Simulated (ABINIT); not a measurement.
Input of an ABINIT 10.8.3 (patched build) run:

run.abi

```
ndtset 2

pp_dirpath "./"
pseudos "Ti.upf, C.upf"

acell 3.062788961 3.062788961 3.062788961 Angstrom
rprim
     0.0000000000     0.7071067812     0.7071067812
     0.7071067812     0.0000000000     0.7071067812
     0.7071067812     0.7071067812     0.0000000000
ntypat 2
znucl 22 6
natom 2
typat 1 2
xred
            0.0            0.0            0.0
            1/2            1/2            1/2

ecut 35.0

ngkpt 6 6 6
nshiftk 4
shiftk
     0.5000000000     0.5000000000     0.5000000000
     0.5000000000     0.0000000000     0.0000000000
     0.0000000000     0.5000000000     0.0000000000
     0.0000000000     0.0000000000     0.5000000000

ixc 7

nband 16
occopt 3
tsmear 0.05 eV

nstep 80

prteig 0
prtebands 0
prtwf 0
prtden 0
prtpot 0

kptopt1 1
tolvrs1 1.0e-15
prtwf1 1
tolwfr1 1.0e-14
nbdbuf1 4
nline1 6

rfphon2 1
rfatpol2 1 2
rfdir2 1 1 1
getwfk2 1
kptopt2 2
nqpt2 1
qpt2 0.0 0.0 0.0
tolvrs2 1.0e-10
```

File mrgddb.in:

```
merged_DDB
TiC
2
runo_DS1_DDB
runo_DS2_DDB
```

The input anaddb.abi:

```
ddb_filepath "merged_DDB"
output_file "anaddb.abo"
outdata_prefix "ana"
asr 1
chneut 0
dipdip 0
dieflag 0
enunit 0
eivec 1
nph1l 1
qph1l 0.0 0.0 0.0 1.0
```

Potentials or basis: PseudoDojo NC SR LDA v0.4.1 standard.

Command:

```sh
$ mpirun --bind-to none -np 4 abinit run.abi > log 2>&1
$ mrgddb < mrgddb.in > mrgddb.log 2>&1
$ anaddb anaddb.abi > anaddb.log 2>&1
```

(1) Predict the highest phonon frequency at Γ, LO-TO splitting left out.

Answers

(1) 486 cm⁻¹.

Caveat: the mesh is coarse for a metal's response.
